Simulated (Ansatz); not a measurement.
Al2Pt: the change of pressure with volume per atom

Results calculated with Ansatz 0.2.0, not measured. Periodic Kohn-Sham DFT of a crystal at fixed atoms; pressure and stress are positive in compression; the energy is the free energy less that of spherical unpolarised free atoms; site moments are those in the method's own spheres, positive along +z.

Cell of the first row (space group Fm-3m, No. 225):
```
Al2Pt
1.0
      0.0000     2.8947     2.8947
      2.8947     0.0000     2.8947
      2.8947     2.8947     0.0000
Al Pt
2 1
Direct
  0.25000 0.25000 0.25000
  0.75000 0.75000 0.75000
  0.00000 0.00000 0.00000
```

Settings of every row: method frozen-core PAW; functional LDA; relativity scalar; k mesh 12x12x12; filling fermi-dirac; smearing width 0.08 eV; wave cutoff 420 eV; paw set soft_2.

Atom start moment: 0 on all atoms.

Limits: PAW files made with PBE; no spin-orbit coupling on heavy atoms.

| row | volume per atom (Å³) | pressure (GPa) |
| --- | --- | --- |
| 1 | 16.17 | 5.178 |
| 2 | 16.858 | -1.226 |
| 3 | 17.202 | -3.931 |
| 4 | 17.374 | -5.174 |
| 5 | 17.89 | ? |

Question: what pressure should row 5 give?

Worked fit of pressure. Take u = (V_r/V)^(2/3) − 1 with V_r = 17.03 Å³ an atom, which is twice the finite (Eulerian) strain; such expansions in the strain, on which the Birch-Murnaghan equation of state is built, carry the rest volume and the bulk modulus. The shown rows have u = 0.03515, 0.00679, -0.00668, -0.01324. Least squares give pressure = −2.6168 + 200.92 × u + 592.78 × u² GPa; a straight line predicts inner rows, each left out in turn, worse (root mean square 0.2 against 0.0039 GPa). The rows lie off it by 0.000, -0.001, 0.001, -0.001. The pressure vanishes at u = 0.0126, or V = 16.71 Å³ an atom, and there the bulk modulus at fixed shape and fractions is B = −V dP/dV = (2/3)(1 + u) dP/du = 146 GPa. The withheld row has u = -0.03231, so the fit gives −2.6168 + 200.92 × (-0.03231) + 592.78 × (-0.03231)² = -8.490 GPa.

The calculation gave -8.507 GPa. The fit lies 0.017 GPa (0.12 % of the column's range) above it; its largest miss of a shown row is 0.001 GPa. This row lies beyond the range of the fit.
